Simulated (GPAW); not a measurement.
# ZnSe: changing the volume of the cell

```
CELL_PARAMETERS angstrom
0.00000 2.83380 2.83380
2.83380 0.00000 2.83380
2.83380 2.83380 0.00000
ATOMIC_POSITIONS crystal
Se 0.75000 0.75000 0.75000
Zn 0.00000 0.00000 0.00000
```

Kept alike: task dielectric tensor; functional LDA; k mesh 7 × 7 × 7; occupations fermi-dirac, width 0.001 eV; no spin polarisation. Program: GPAW, the program's PAW data sets (release 1.2.1) made for this functional, cutoff 500 eV. The mesh is that of the run's cell of 2 atoms. No spin-orbit coupling.

| run | free energy over the lowest row (meV/atom) |
| --- | --- |
| A | 58.20 |
| B | 26.60 |
| C | 0.00 |
| D | 41.18 |
| E | 14.85 |
| F | 1.13 |
| G | 6.22 |

The cell shown is the unstrained one; x, y and z are its Cartesian axes; atoms keep their fractions.

Problem. The runs differ in the volume of the cell alone: 0.94; 0.96; 0.98; 1; 1.02; 1.04; 1.06 times the cell shown. Which run is which?

Solution. Run A is 1.06 times the cell shown; run B is 1.02 times the cell shown; run C is 0.94 times the cell shown; run D is 1.04 times the cell shown; run E is 1 times the cell shown; run F is 0.96 times the cell shown; run G is 0.98 times the cell shown. The free energy rises from 0.00 to 58.20 meV/atom between 0.94 and 1.06 times the cell shown.
